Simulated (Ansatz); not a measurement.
An Ansatz input:

```yaml
crystal:
  lattice:
    - [0.0, 1.9085706461, 1.9085706461]
    - [1.9085706461, 0.0, 1.9085706461]
    - [1.9085706461, 1.9085706461, 0.0]
  atoms:
    - { symbol: V, position: [0.0, 0.0, 0.0], spin: 1.0 }
hamiltonian:
  xc: pbe
  pseudopotentials:
    kind: paw
    azcp:
      V: "pseudopotentials/V.paw.azcp"
basis:
  ecutwfc: 420
  fft_grid_basis: typed
kpoints:
  mp_grid: { grid: [23, 23, 23], shift: [0, 0, 0] }
magnetization:
  spin_polarized: true
scf:
  occupations: { method: fermi_dirac, width: 0.05 }
```

and its output:

```
Engine: ansatz 0.2.0, aarch64-unknown-linux-gnu
Pseudopotentials: kind: paw
Pseudopotential: V, paw, valence charge 13, recommended cutoff 420 eV (normal) 
Functional definition: PBE
  parameter kappa = 0.804
  parameter beta = 0.06672455060314922
  exchange = pbe_x(kappa = kappa, mu = beta*pi^2/3)
  correlation = pbe_c(beta = beta)
Crystal: 1 atoms, lattice volume = 13.904 Å³
Basis set: ecut = 420 eV, 283 PW (Γ)
Bands: 11, of which v1, the nominal top of the filled ones, is band 7 counted from 1 (6 counted from 0)
Symmetry: 48 space group operations
Space group: Fm-3m (ITA 225), of the structure as read, at distance tolerance 2.4e-5 Å
Magnetic group: BNS 225.116 (UNI 1618), of the structure as read, at distance tolerance 2.4e-5 Å
k-points: 364 of 12167
Non-local potential: V, projectors of the file, l = 0: 3, l = 1: 2, l = 2: 3, l = 3: 1
PAW form: soft (Blöchl's): semilocal exchange-correlation on the pseudo side does not see the compensation charge
PAW one-centre angular grid: V, 590 points (default); XC on 64 Gauss nodes
Initial density: superposition of atomic densities (chi_scale 0.1, normalization cell)
Starting moments: Σ|m| = 1 μB on 1 of 1 site
Initial wavefunctions: pseudopotential atomic-orbital guess
Functional: x = pbe(κ = 0.804, μ = 0.2195149727645171), c = pbe(β = 0.06672455060314922)
SCF iter   1: F=—  HF=-2912.975904 eV  |F-HF|=—  |Δ(HF+E_count)|=         —  Δρ=1.14e-1 (↑1.14e-1 ↓3.44e-2)  dr2=1.50e0  dr2_m=5.17e-1  M=0.160 μB ∫|m|=0.161 μB  β_m=0.30  ethr=3.10e-3  ⟨swp⟩=4.0  Hψ=38387  notcnv=0
Mixer restart at iter 1: flushing history
SCF iter   2: F=—  HF=-2912.023773 eV  |F-HF|=—  |Δ(HF+E_count)|=   9.52e-1  Δρ=5.27e-2 (↑5.27e-2 ↓3.88e-2)  dr2=9.05e-2  dr2_m=2.44e-1  M=0.168 μB ∫|m|=0.168 μB  β_m=0.39  ethr=3.10e-3  ⟨swp⟩=2.9  Hψ=21730  notcnv=0  defer=20
SCF iter   3: F=—  HF=-2912.044800 eV  |F-HF|=—  |Δ(HF+E_count)|=   2.10e-2  Δρ=2.86e-2 (↑2.04e-2 ↓2.86e-2)  dr2=1.14e-2  dr2_m=7.17e-2  M=0.131 μB ∫|m|=0.131 μB  β_m=0.69  ethr=6.96e-4  ⟨swp⟩=2.2  Hψ=12245  notcnv=0  defer=20
SCF iter   4: F=—  HF=-2912.174249 eV  |F-HF|=—  |Δ(HF+E_count)|=   1.29e-1  Δρ=3.28e-3 (↑3.16e-3 ↓3.28e-3)  dr2=5.55e-4  dr2_m=1.09e-3  M=0.032 μB ∫|m|=0.032 μB  β_m=0.84  ethr=8.77e-5  ⟨swp⟩=2.1  Hψ=15960  notcnv=0  defer=20
SCF iter   5: F=—  HF=-2912.174563 eV  |F-HF|=—  |Δ(HF+E_count)|=   3.13e-4  Δρ=2.66e-4 (↑2.26e-4 ↓2.66e-4)  dr2=1.30e-5  dr2_m=2.98e-6  M=0.005 μB ∫|m|=0.005 μB  β_m=0.92  ethr=4.27e-6  ⟨swp⟩=2.2  Hψ=11749  notcnv=0  defer=20
SCF iter   6: F=—  HF=-2912.174702 eV  |F-HF|=—  |Δ(HF+E_count)|=   1.39e-4  Δρ=3.83e-4 (↑3.83e-4 ↓1.83e-4)  dr2=2.89e-5  dr2_m=3.88e-6  M=0.003 μB ∫|m|=0.003 μB  β_m=0.92  ethr=1.00e-7  ⟨swp⟩=2.1  Hψ=10117  notcnv=0  defer=20
SCF iter   7: F=—  HF=-2912.174710 eV  |F-HF|=—  |Δ(HF+E_count)|=   8.20e-6  Δρ=7.69e-5 (↑7.69e-5 ↓5.14e-5)  dr2=1.89e-7  dr2_m=4.99e-7  M=0.001 μB ∫|m|=0.001 μB  β_m=0.96  ethr=1.00e-7  ⟨swp⟩=2.1  Hψ=12007  notcnv=0  defer=20
SCF iter   8: F=—  HF=-2912.174710 eV  |F-HF|=—  |Δ(HF+E_count)|=   3.74e-7  Δρ=8.75e-6 (↑8.31e-6 ↓8.75e-6)  dr2=3.72e-8  dr2_m=4.37e-11  M=0.000 μB ∫|m|=0.000 μB  β_m=0.98  ethr=1.46e-9  ⟨swp⟩=2.2  Hψ=10581  notcnv=0  defer=20
SCF iter   9: F=—  HF=-2912.174710 eV  |F-HF|=—  |Δ(HF+E_count)|=   1.81e-8  Δρ=7.69e-7 (↑7.69e-7 ↓3.94e-7)  dr2=1.64e-10  dr2_m=7.55e-12  M=0.000 μB ∫|m|=0.000 μB  β_m=0.99  ethr=2.86e-10  ⟨swp⟩=2.9  Hψ=12977  notcnv=0  defer=20
SCF iter  10: F=-2912.174710 eV  HF=-2912.174710 eV  |F-HF|=7.28e-12  |Δ(HF+E_count)|=  1.15e-10  Δρ=1.61e-7 (↑1.61e-7 ↓1.25e-7)  dr2=1.02e-11  dr2_m=9.97e-14  M=-0.000 μB ∫|m|=0.000 μB  ethr=1.26e-12  ⟨swp⟩=1.0  Hψ=22128  notcnv=0
SCF 1 converged in 10 iterations: F = -2912.174710 eV  dr2 = 1.02e-11
WARN: the starting moments were not kept: the SCF closed with an absolute magnetisation of 2.7e-7 μB, where they sum to 1 μB in size (1 site). That is at most 0.1 of that sum. Measured as dr2_m measures the in/out step, that magnetisation stands 1.6e-14 eV from none, at or under the dr2_threshold of 1.0e-7 eV: it is no larger than a step whose dr2_m would equal this threshold. The system may hold no moment; this SCF shows only that its start led to no more than that. To try another start: raise the starting moments (crystal.atoms[].spin, magnetization.per_species, magnetization.initial_magnetization, or on a non-collinear deck that types none of these the spinor_matrix: blocks that start its atoms; where the total moment is fixed, keep their sum and leave initial_magnetization as it is; typed ones take the place of any that the run laid by itself, positive ones on a crystal's lanthanoids without a Hubbard term where scf.initial_density.shell_occupations: [] is typed) or, if the notice of its spin-set hold's release reads "site moments contracting" or "site moments show no strong build", lengthen the hold (scf.mixing.spin_hold: { on: { confirm: 4 } }; for m-r²SCAN on two components see the key's manual first). Each may lead to a state that holds a moment. A second SCF, from the converged charge density, with the starting moments and any scf.initial_density.shell_occupations laid on it anew, would have followed, and was not run: the deck does not ask for one (magnetization.retry_lost_moments is false, the default). To let it run, set magnetization.retry_lost_moments: true and run the deck again, where that key's refused combinations let it; where memory then withholds it, that run's warning says so.
SCF converged after 10 iterations
Magnetization: -0.0000 μB (6.5000 up, 6.5000 down)
Absolute magnetization: 0.0000 μB (∫|ρ↑−ρ↓|, with the PAW one-centre terms)
Spin contamination: 0.0000 ħ² per cell (⟨S²⟩ above its minimum at these occupations)
Per-site moments (μB) at R_I (Å): [(-1.3917115115330914e-7, 1.1133896781404928)]
Free energy (F): -2912.174710 eV
Harris-Foulkes:  -2912.174710 eV  (|F-HF|=7.28e-12)
Internal energy: -2912.160474 eV  (E = F + TS)
E sigma→0 (E₀):  -2912.167592 eV
Entropy (-TS):   -0.014236 eV (-14.236 meV/atom)
Fermi energy:    16.236439 eV
--- Per-component energies (eV) ---
  E_band       = -152.337129
  E_kinetic    = 335.542230
  E_local      = -915.694286  (includes V_loc(G=0)·N_el)
  E_nonlocal   = -45.823369
  E_hartree    = 417.916885
  E_xc         = -130.249649
  E_vxc        = -165.099460  (∫ρ·V_xc dr)
  E_paw        = -1112.360207  (= ΣΔE_a)
  E_vpaw       = -197.096422  (= ΣTr[D̂ρ^β])
  E_aug_tail   = 0.000280  (compensation charges beyond the density's cutoff)
  E_ewald      = -1461.492357
  E_smearing   = -0.014236  (= −TS)
  E_closure    = 0.000000  (closes the sum)
  Σ components = -2912.174710   (vs F -2912.174710, Δ=0.00e0)
```
